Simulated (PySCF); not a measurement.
C2H2Cl2.
Numbering: `[Cl:1]/[CH:2]=[CH:3]/[Cl:4]` (hydrogens: H5 on C2; H6 on C3)

Computed with PySCF 2.14.0, PBE0-D3(BJ)/def2-SVP geometry optimisation, gas phase.

Q: List the bond lengths, angles and torsions at this level.

A: 
```json
{"bond": "Cl1–C2, C3–Cl4", "length (Å)": "1.719"}
{"bond": "C2=C3", "length (Å)": "1.333"}
{"bond": "C2–H5, C3–H6", "length (Å)": "1.092"}
```

Bonds in one row agree within 0.01 Å and their mean is given. A selection of angles:
```json
{"angle": "Cl1–C2–C3", "degrees": "122.0"}
{"angle": "Cl1–C2–H5", "degrees": "115.1"}
{"angle": "C3–C2–H5", "degrees": "122.9"}
```

Dihedral angles: Cl1–C2–C3–Cl4 180° (antiperiplanar).

The 4 heavy atoms lie in one plane (0.000 Å rms).

Point group: C2h (tolerance 0.08 Å). No frequency check.
